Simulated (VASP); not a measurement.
Write the native input for VASP 6.6.1 that does the following.

```yaml
Task: work function
Functional: PBEsol
Potentials_or_basis: VASP PAW PBE potentials, release 64 (Ga_d, Sb)
Cutoff: 520 eV
k_mesh: 6 × 8 × 1
Occupations: methfessel-paxton, width 0.1 eV
Spin: no spin polarisation
Dipole_correction: yes
Further_INCAR_settings: ALGO = Fast; EDIFF = 1e-06
```

The structure of GaSb lies in POSCAR:

```
GaSb                                    
1.0
    6.1180000000      0.0000000000      0.0000000000
    0.0000000000      4.3260792870      0.0000000000
    0.0000000000      0.0000000000     18.1630396440
  Ga              Sb            
     2     2
Direct
     0.5390714013626484    0.5000000000000000    0.4841489470933260
     0.0390714013626484    0.0000000000000000    0.5158510529066741
     0.7109285986373516    0.0000000000000000    0.4243286994883554
     0.2109285986373515    0.5000000000000000    0.5756713005116445
```

The input as run:

INCAR

```
PREC = Accurate ; ENCUT = 520
EDIFF = 1E-6 ; ISMEAR = 1
SIGMA = 0.1 ; LREAL = False
LASPH = True ; NELM = 80
ALGO = Fast ; ISIF = 2
LWAVE = False ; LCHARG = True
LDIPOL = True ; IDIPOL = 3
DIPOL = 0.5 0.5 0.500 ; GGA = PS
LVHAR = True ; LVACPOTAV = True
KPAR = 8
```

KPOINTS

```
Automatic mesh
0
Gamma
  6 8 1
```

Potentials or basis: VASP PAW PBE potentials, release 64 (Ga_d, Sb).

Run with:

```sh
$ cat potpaw_PBE.64/Ga_d/POTCAR potpaw_PBE.64/Sb/POTCAR > POTCAR
$ mpirun -np 8 vasp_std > vasp.out
```

Results of the run:

```json
{"Largest force": "0.003 eV/Å", "Band gap on the k mesh": "0.95 eV, indirect (least direct gap 1.24 eV)", "Ionisation potential of the upper face": "4.83 eV"}
```

Caveat: the PAW data sets were made with another functional, which shifts forces and pressure a little; spin-orbit coupling is left out, which moves the levels of the heavy elements.

It took 2.2 min on 8 MPI ranks on AMD EPYC 7R43 64-Core Processor (Zen 3) (shared host), peak memory 0.61 GiB a rank.
